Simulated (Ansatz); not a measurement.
The system is BaTiO3.

```
Ba Ti O
1.0
     3.99980    0.00000    0.00000
     0.00000    3.99980    0.00000
     0.00000    0.00000    4.01800
Ba Ti O
1 1 3
Direct
  0.00000 0.00000 0.00000
  0.50000 0.50000 0.49000
  0.00000 0.50000 0.51700
  0.50000 0.00000 0.51700
  0.50000 0.50000 0.01900
```

Base run:

* Program: Ansatz 0.2.0
* Functional: r2SCAN
* Potentials or basis: Ansatz PAW
* Cutoff: 500 eV
* Density cutoff: 2000 eV
* k mesh: 7 × 7 × 7
* Occupations: fermi-dirac, width 0.05 eV
* Spin: no spin polarisation

Its results: band gap on the k mesh 2.28 eV, indirect (least direct gap 2.44 eV); pressure -0.8 GPa; largest force 0.392 eV/Å.

After a change of settings the same cell gave: band gap on the k mesh 1.94 eV, indirect (least direct gap 2.09 eV); pressure 7.8 GPa; largest force 0.228 eV/Å. Which change was it?
A. functional from r2SCAN to PBE; cutoff from 500 eV to 600 eV; density cutoff from 2000 eV to 2400 eV
B. functional from r2SCAN to rPW86-PBE; cutoff from 500 eV to 420 eV; density cutoff from 2000 eV to 1680 eV
C. functional from r2SCAN to PBEsol; cutoff from 500 eV to 420 eV; density cutoff from 2000 eV to 1680 eV; spin from no spin polarisation to spin-orbit coupling, no magnetisation; potential files from those of the base run to others of the same set
D. functional from r2SCAN to PBE; potentials or basis from Ansatz PAW to Ansatz PAW polarizable; cutoff from 500 eV to 420 eV; density cutoff from 2000 eV to 1680 eV

B.

Caveats: the k mesh misses the band edges, so the gap on the mesh is wider than the one along the path; spin-orbit coupling is left out, which moves the levels of the heavy elements; the PAW data sets come from PBE, with cores solved anew for the run's functional, which leaves a small shift of forces and pressure; the potentials were made for another functional, which shifts forces and pressure (some runs).

Not every run made on this cell is shown here.
